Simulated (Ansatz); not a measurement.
NbAs:

```
CELL_PARAMETERS angstrom
-1.72585 1.72585 5.84000
1.72585 -1.72585 5.84000
1.72585 1.72585 -5.84000
ATOMIC_POSITIONS crystal
Nb 0.50000 0.00000 0.50000
Nb 0.75000 0.75000 0.00000
As 0.91600 0.41600 0.50000
As 0.16600 0.16600 0.00000
```

```yaml
Program: Ansatz 0.2.0
Task: relaxation of cell and atoms
Functional: LDA
Potentials_or_basis: Ansatz PAW
Cutoff: "420 eV (not typed: the program's choice for these potentials)"
k_mesh: 11 × 11 × 11
Occupations: fermi-dirac, width 0.05 eV
Spin: no spin polarisation
```

At the start: volume 17.39 Å³/atom.

Task: How do energy, volume and symmetry change on relaxing?

Result: It ends after 4 steps and the volume is 16.84 Å³/atom (-3.2 %); space group I4_1md (No. 109, to 0.05 Å).

The path:
| step | energy change (eV) | largest force (eV/Å) | volume (Å³) |
| --- | --- | --- | --- |
| 1 | 0.0000 | 0.2750 | 69.58 |
| 2 | -0.0474 | 0.0338 | 67.45 |
| 3 | -0.0476 | 0.0018 | 67.35 |
| 4 | -0.0473 | 0.0018 | 67.35 |

Final structure:
```
Nb As
1.0
    -1.70898    1.70898    5.76503
     1.70898   -1.70898    5.76503
     1.70898    1.70898   -5.76503
Nb As
2 2
Cartesian
  0.0000 1.7090 -0.0146
  0.0000 0.0000 8.6330
  0.0000 1.7090 4.8111
  0.0000 0.0000 1.9285
```

Caveat: the plane-wave basis is chosen anew once the cell has moved, so the energies of steps on either side of that aren't comparable; the PAW data sets come from PBE, with cores solved anew for the run's functional, which leaves a small shift of forces and pressure.
